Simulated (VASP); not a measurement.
Here is a VASP 6.6.1 calculation.

INCAR

```
SYSTEM = Te2Mo
ALGO = Normal
EDIFF = 1E-7
EDIFFG = -0.005
ENCUT = 600
GGA = CA
IBRION = 2
ISIF = 3
ISMEAR = 0
KPAR = 2
LASPH = .True.
LCHARG = .False.
LREAL = .False.
LWAVE = .False.
NELM = 80
NSW = 90
PREC = Accurate
SIGMA = 0.03
```

KPOINTS

```
k-points
0
Gamma
  9 9 2
  0 0 0
```

File POSCAR:

```
Te2Mo                                   
1.0
    3.4755287640     -0.0000000000      0.0000000000
   -1.7377643820      3.0098962012     -0.0000000000
   -0.0000000000      0.0000000000     13.7704706663
  Te              Mo            
     4     2
Direct
     0.3333333332999970    0.6666666667000030    0.6193975500260722
     0.6666666667000030    0.3333333332999970    0.1193975500260722
     0.3333333332999970    0.6666666667000030    0.8806024499739278
     0.6666666667000030    0.3333333332999970    0.3806024499739277
     0.3333333332999970    0.6666666667000030    0.2500000000000000
     0.6666666667000030    0.3333333332999970    0.7500000000000000
```

Potentials or basis: VASP PAW LDA potentials, release 64 (Te, Mo_sv).

Run with:

```console
$ cat potpaw_LDA.64/Te/POTCAR potpaw_LDA.64/Mo_sv/POTCAR > POTCAR
$ mpirun -np 2 vasp_std > vasp.out
```

(1) Estimate the space group after relaxing (to 0.05 Å).

(2) Predict the relaxed cell.

## Answers

(1) P6_3/mmc (No. 194).

(2) a = 3.474 Å, b = 3.474 Å, c = 13.774 Å, α = 90.00°, β = 90.00°, γ = 120.00°.
